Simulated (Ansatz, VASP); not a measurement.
# One calculation of SiC2, two programs

The input INCAR:

```
PREC = Accurate
ENCUT = 520
EDIFF = 1E-7
ISMEAR = 0
SIGMA = 0.1
LREAL = F
LASPH = T
NELM = 100
ALGO = Normal
ISIF = 2
LWAVE = F
LCHARG = T
GGA = PE
LELF = T
LVHAR = T
NBANDS = 21
```

KPOINTS

```
Automatic mesh
0
Gamma
  6 6 2
```

POSCAR

```
SiC2
1.0
    3.3763495400      0.0000000000      0.0000000000
   -1.6881747700      2.9240044700      0.0000000000
    0.0000000000      0.0000000000      8.2703335600
Si C
2 4
Direct
    0.3333333300      0.6666666700      0.2916666700
    0.6666666700      0.3333333300      0.7083333300
    0.0000000000      0.0000000000      0.6250000000
    0.6666666700      0.3333333300      0.9583333300
    0.0000000000      0.0000000000      0.3750000000
    0.3333333300      0.6666666700      0.0416666700
```

Input for Ansatz:

```yaml
crystal:
  lattice:
    - [3.37634954, 0.0, 0.0]
    - [-1.68817477, 2.92400447, 0.0]
    - [0.0, 0.0, 8.27033356]
  atoms:
    - { symbol: Si, position: [0.33333333, 0.66666667, 0.29166667] }
    - { symbol: Si, position: [0.66666667, 0.33333333, 0.70833333] }
    - { symbol: C, position: [0.0, 0.0, 0.625] }
    - { symbol: C, position: [0.66666667, 0.33333333, 0.95833333] }
    - { symbol: C, position: [0.0, 0.0, 0.375] }
    - { symbol: C, position: [0.33333333, 0.66666667, 0.04166667] }
basis:
  ecutwfc: 420
kpoints:
  mp_grid: { grid: [6, 6, 2] }
hamiltonian:
  xc: pbe
scf:
  occupations: { method: gaussian, width: 0.1 }
  lower_state_search: "off"
output:
  forces: true
  stress: true
  eigenvalues: true
```

Alike in both runs: task single point; functional PBE; k mesh 6 × 6 × 2; occupations gaussian, width 0.1 eV; no spin polarisation.

|  | VASP | Ansatz |
| --- | --- | --- |
| version | VASP 6.6.1 | Ansatz 0.2.0 |
| potentials or method | VASP PAW PBE potentials, release 64 (Si, C) | scalar-relativistic, plane waves, PAW |
| plane-wave cutoff (eV) | 520 | 420 |
| valence electrons in the cell | 24 | 24 |

VASP gave:

```
gap on the k mesh at the Fermi level (eV) : 0.06
least direct gap on the mesh (eV)         : 0.06
rms of the force components (eV/Å)        : 0.304
```

Q: Estimate Ansatz's values.

A: gap on the k mesh at the Fermi level (eV): 0.06; least direct gap on the mesh (eV): 0.06; rms of the force components (eV/Å): 0.305.

Atom by atom the forces differ by 0.001 eV/Å (rms over components).
